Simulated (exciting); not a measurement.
# Sb: single point with PBEsol

Sb:

```
Sb
1.0
     3.18307   -0.00916   -0.07927
    -0.00916    3.13721   -0.05653
    -0.07927   -0.05653    3.16292
Sb
1
Direct
  0.00350 0.00307 0.97826
```

The cell isn't the ideal one: cell strained at random at fixed volume.

```
Program             : exciting (release sodium)
Task                : single point
Functional          : PBEsol
Potentials or basis : all-electron LAPW+lo, shipped species files, valence relativity iora*
rgkmax              : 9
k mesh              : 8 × 8 × 8
Occupations         : fermi-dirac, width 0.05 eV
Spin                : no spin polarisation
```

```yaml
Band_gap_on_the_k_mesh: none (metal or under the smearing width)
All_electrons_inside_the_program's_atomic_spheres: Sb 48.08 (radii Sb 2.3 bohr)
```

Levels at points of the mesh, in eV from the Fermi level:
```
           k point  band 3  band 4  band 5  band 6  band 7  band 8  band 9  band 10  band 11  band 12
(0.00, 0.00, 0.00)  -28.85  -28.85  -28.85  -11.94    2.93    3.19    3.39     7.05     7.21     7.90
(0.50, 0.00, 0.00)  -28.88  -28.87  -28.84   -9.79   -5.14    4.81    5.14     9.30    10.54    11.05
(0.00, 0.50, 0.00)  -28.89  -28.86  -28.84   -9.62   -5.19    4.81    5.08     9.37    10.31    11.07
(0.50, 0.50, 0.00)  -28.89  -28.88  -28.79   -7.37   -3.34   -3.14    2.39     6.69    12.83    12.88
(0.00, 0.00, 0.50)  -28.89  -28.86  -28.85   -9.71   -5.16    4.71    5.14     9.24    10.47    10.89
(0.50, 0.00, 0.50)  -28.89  -28.88  -28.79   -7.50   -3.52   -2.98    2.40     6.88    12.88    13.24
(0.00, 0.50, 0.50)  -28.89  -28.88  -28.79   -7.30   -3.42   -3.01    2.42     6.60    12.68    12.89
(0.50, 0.50, 0.50)  -28.92  -28.79  -28.79   -4.87   -1.76   -1.51   -1.08     4.64     4.99     5.45
```

Wall time 6.1 min on 1 thread of Intel(R) Xeon(R) Processor @ 2.50GHz (Skylake/Cascade Lake), with other jobs on the host, peak memory 0.12 GiB.

Caveat: the log's total energy holds no entropy term; the free energy is that total less TS from the occupations. The run has no spin-orbit coupling, so splittings on Sb are missing.
